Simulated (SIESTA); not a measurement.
The system is AlN.

```
CELL_PARAMETERS angstrom
0.00000 2.18399 2.18399
2.18399 0.00000 2.18399
2.18399 2.18399 0.00000
ATOMIC_POSITIONS crystal
Al 0.00000 0.00000 0.00000
N 0.25000 0.25000 0.25000
```

Measurements of this composition are mostly on another form, of space group No. 186.

Base run:

```yaml
Program: SIESTA 5.4.2
Functional: vdW-DF-cx
Potentials_or_basis: PseudoDojo 0.4 standard (PBE files)
Basis: DZP (energy shift 0.003 Ry)
Grid_cutoff: 800 Ry
Energy_shift: 0.003 Ry
k_mesh: 10 × 10 × 10
Occupations: fermi-dirac, width 0.05 eV
Spin: no spin polarisation
```

Its results: band gap on the k mesh 3.21 eV, indirect (least direct gap 4.35 eV); pressure 4.7 GPa.

Q: The run is repeated on the same cell with these changes: functional from vdW-DF-cx to BLYP. What comes out?

A: Band gap on the k mesh 3.63 eV, indirect (least direct gap 4.69 eV); pressure 10.8 GPa.

Caveats: the potentials were made for another functional, which shifts forces and pressure; the basis of atomic orbitals isn't converged, which shifts pressures, moduli and gaps.

Not every run made on this cell is shown here.
